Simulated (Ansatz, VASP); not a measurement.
**W in VASP and in Ansatz**

```xyz
1
Lattice="0.0000 2.0633 2.0633 2.0633 0.0000 2.0633 2.0633 2.0633 0.0000" Properties=species:S:1:pos:R:3 pbc="T T T"
W     0.0000    0.0000    0.0000
```

Change from the starting cell: volume scaled by 1.05, PAW files.

Alike in both runs: task electric field gradients; functional PBE; k mesh 14 × 14 × 14; occupations fermi-dirac, width 0.05 eV; no spin polarisation.

|  | VASP | Ansatz |
| --- | --- | --- |
| version | VASP 6.6.1 | Ansatz 0.2.0 |
| potentials or method | VASP PAW PBE potentials, release 64 (W_sv) | PAW with Ansatz's default frozen-core files, scalar-relativistic |
| plane-wave cutoff (eV) | 520 | 420 |
| valence electrons in the cell | 14 | 14 |

VASP gave:

```
pressure (GPa)                                                 : -16.0
Vzz of the field gradient on the site that differs most (V/Å²) : 0.0
```

**Question.** Estimate Ansatz's values.

**Answer.** Pressure (GPa): -16.3; Vzz of the field gradient on the site that differs most (V/Å²): 0.0.

Ansatz warned: «gradients_without_spin_orbit».

Caveats: so large a pressure means that the cell lies far from this level's equilibrium, or that cutoff or potentials fall short (VASP). Spin-orbit coupling is left out, which matters for the levels of W.
